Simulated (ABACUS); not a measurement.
MgB2:

```
CELL_PARAMETERS angstrom
3.08500 0.00000 0.00000
-1.54250 2.67169 0.00000
0.00000 0.00000 3.52300
ATOMIC_POSITIONS crystal
Mg 0.00000 0.00000 0.00000
B 0.66667 0.33333 0.50000
B 0.33333 0.66667 0.50000
```

- Program: ABACUS 3.10.1
- Task: single point
- Functional: PBE
- Potentials or basis: PseudoDojo NC SR 0.4.1 PBE standard
- Cutoff: 1361 eV
- Density cutoff: 5442 eV
- Basis: DZP LCAO (the cutoffs set its grid)
- k mesh: 10 × 10 × 8
- Occupations: fermi-dirac, width 0.05 eV
- Spin: no spin polarisation

On this cell: pressure -0.1 GPa; largest force under 0.003 eV/Å; band gap on the k mesh none (metal or under the smearing width).

The same run follows on a disturbed copy (atoms moved at random, drawn with an rms of 0.05 Å):

```
Mg B
1.0
     3.08500    0.00000    0.00000
    -1.54250    2.67169    0.00000
     0.00000    0.00000    3.52300
Mg B
1 2
Direct
  0.01959 0.99359 0.99020
  0.66441 0.32161 0.49171
  0.33637 0.66639 0.50926
```

**Question.** What does the disturbed cell give?

**Answer.** The energy (extrapolated to zero smearing) moves by +11.0 meV/atom; pressure 0.2 GPa; largest force 0.736 eV/Å; band gap on the k mesh none (metal or under the smearing width).

Forces in eV/Å, atoms in the order of the input:
```
Mg  -0.290  0.008  0.241
B    0.137  0.168  0.457
B    0.153 -0.176 -0.698
```

Stress tensor (GPa, compression positive):
```
 0.19 -0.01 -0.31
-0.01  1.23  0.10
-0.31  0.10 -0.79
```

Caveats: the atomic orbitals were generated for these runs and aren't a published set; the basis of atomic orbitals isn't converged, which shifts pressures, moduli and gaps.
